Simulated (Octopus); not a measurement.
NaH under changes of volume

One of the cells (14.527 Å³/atom); the others are scaled copies at fixed shape and fractional positions:

```
CELL_PARAMETERS angstrom
0.00000 2.44000 2.44000
2.44000 0.00000 2.44000
2.44000 2.44000 0.00000
ATOMIC_POSITIONS crystal
Na 0.00000 0.00000 0.00000
H 0.50000 0.50000 0.50000
```

```yaml
Program: Octopus 16.4
Functional: PBEsol
Potentials_or_basis: pseudodojo_pbesol (PseudoDojo 0.4, PBEsol)
Grid_spacing: 0.128 Å
k_mesh: 9 × 9 × 9
Occupations: fermi-dirac, width 0.05 eV
Spin: no spin polarisation
```

```tsv
volume (Å³/atom)	energy over the lowest point (meV/atom)	gap on the mesh (eV)
13.655	1.47	3.94
13.946	0.00	3.90
14.236	0.14	3.86
14.527	0.81	3.83
14.817	1.56	3.79
15.108	?	?
15.398	7.57	3.73
```

Q: What does the run at 15.108 Å³/atom give?

A: Energy over the lowest point 4.24 meV/atom; gap on the mesh 3.76 eV.

Worked out: A Birch-Murnaghan fit of order 3 (a polynomial in V^(-2/3)) to the other rows has its minimum at 14.21 Å³/atom with B0 = V·E''(V) = 22 GPa (rough, since the energies scatter). It gives 4.21 meV/atom at 15.108 Å³/atom, against the run's 4.24. A straight line through the other rows of the gap, of slope -1.75 eV per unit of ln V, gives 3.76 eV, against the run's 3.76.

Energies are extrapolated to zero smearing.

Caveats: an odd mesh through Γ misses points on the zone boundary, where band edges often lie.
